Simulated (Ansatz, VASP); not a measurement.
Two plane-wave programs on Zn

```xyz
3
Lattice="2.3127 -1.3342 0.0000 2.3127 1.3342 0.0000 -1.6229 0.0000 7.4436" Properties=species:S:1:pos:R:3 pbc="T T T"
Zn    3.0557    0.0000    2.4899
Zn   -0.0533    0.0000    4.9537
Zn    0.0000    0.0000    0.0000
```

This isn't the form of Zn at room conditions, which is hcp.

Alike in both runs: task single point; functional PBEsol; k mesh 12 × 12 × 4; occupations fermi-dirac, width 0.05 eV; no spin polarisation.

|  | VASP | Ansatz |
| --- | --- | --- |
| version | VASP 6.6.1 | Ansatz 0.2.0 |
| potentials or method | VASP PAW PBE potentials, release 64 (Zn) | Ansatz PAW |
| plane-wave cutoff (eV) | 520 | 420 |
| valence electrons in the cell | 36 | 36 |

|  | VASP | Ansatz | Ansatz less VASP |
| --- | --- | --- | --- |
| gap on the k mesh at the Fermi level (eV) | none | none | - |
| pressure (GPa) | -5.2 | -5.4 | -0.14 |
| largest component of the traceless stress (GPa) | 3.97 | 4.12 | +0.146 |
| rms of the force components (eV/Å) | 0.005 | 0.005 | -0.0001 |

Atom by atom the forces differ by 0.000 eV/Å (rms over components). A gap of «none» marks a metal or a gap that the smearing closes.

Caveats: the PAW data sets were made with another functional, which shifts forces and pressure a little (VASP); the PAW data sets come from PBE, with cores solved anew for the run's functional, which leaves a small shift of forces and pressure (Ansatz).
